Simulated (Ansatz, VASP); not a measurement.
Ag: VASP beside Ansatz

```xyz
1
Lattice="0.0000 2.0734 2.0734 2.0734 0.0000 2.0734 2.0734 2.0734 0.0000" Properties=species:S:1:pos:R:3 pbc="T T T"
Ag    0.0000    0.0000    0.0000
```

Alike in both runs: functional PBE; k mesh 18 × 18 × 18; occupations fermi-dirac, width 0.05 eV; no spin polarisation.

Ansatz relaxed the structure, and its values are those at the end. VASP's run is a single point on that final structure, the one shown.

|  | VASP | Ansatz |
| --- | --- | --- |
| version | VASP 6.6.1 | Ansatz 0.2.0 |
| potentials or method | VASP PAW PBE potentials, release 64 (Ag) | PAW with Ansatz's default frozen-core files, scalar-relativistic |
| plane-wave cutoff (eV) | 520 | 420 |
| valence electrons in the cell | 11 | 19 |

Ansatz gave:

```
pressure (GPa) : 0.0
```

Question: Estimate VASP's values.

Answer: Pressure (GPa): -0.1.

The two sets of potentials don't hold the same shells in valence.
